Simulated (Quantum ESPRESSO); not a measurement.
**Moving the pressure in BN**

The cell as given:

```cif
data_structure
_symmetry_space_group_name_H-M 'P 1'
_symmetry_Int_Tables_number 1
_cell_length_a 2.5539
_cell_length_b 2.5539
_cell_length_c 4.2269
_cell_angle_alpha 90.000
_cell_angle_beta 90.000
_cell_angle_gamma 120.000
_cell_volume 23.88
loop_
_atom_site_label
_atom_site_type_symbol
_atom_site_fract_x
_atom_site_fract_y
_atom_site_fract_z
_atom_site_occupancy
N1 N 0.33333 0.66667 0.12528 1
N2 N 0.66667 0.33333 0.62528 1
B1 B 0.33333 0.66667 0.49972 1
B2 B 0.66667 0.33333 0.99972 1
```

Measurements of this composition are mostly on another form, of space group No. 194.

Kept alike: task relaxation of cell and atoms; functional PBE; k mesh 12 × 12 × 6; occupations fermi-dirac, width 0.05 eV; no spin polarisation. Program: Quantum ESPRESSO, SSSP 1.3 efficiency PBE, cutoff 939 eV. The mesh is that of the run's cell of 4 atoms. No spin-orbit coupling.

| pressure, P (GPa) | band gap (eV) | volume (Å³/atom) | first edge of the run's cell (Å) | third edge of the run's cell (Å) |
| --- | --- | --- | --- | --- |
| 0 | 5.228 | 5.952 | 2.552 | 4.221 |
| 2 | 5.217 | 5.920 | 2.548 | 4.213 |
| 5 | 5.201 | 5.874 | 2.541 | 4.203 |
| 10 | 5.176 | 5.801 | 2.530 | 4.185 |
| 20 | 5.124 | 5.667 | 2.511 | 4.153 |
| 30 | 5.074 | 5.546 | 2.492 | 4.124 |

Gaps hold for each row's own relaxed cell. The relaxations keep at least the cell's symmetry (P6_3mc). The runs follow the start's structure, whether or not it is the stable one at these pressures. A gap read on the mesh alone can miss an edge between its points.

Q: What does the pressure change here?

A: The band gap falls from 5.228 to 5.074 eV between 0 and 30 GPa. The volume falls from 5.952 to 5.546 Å³/atom between 0 and 30 GPa. The volume falls ever more slowly, since the solid stiffens under load. At the pressures aimed at, which the runs meet within some tenths of a GPa, the step from 0 to 5 GPa gives a mean bulk modulus near 379 GPa, the last step 463 GPa. The first edge of the run's cell falls from 2.552 to 2.492 Å between 0 and 30 GPa. The third edge of the run's cell falls from 4.221 to 4.124 Å between 0 and 30 GPa.
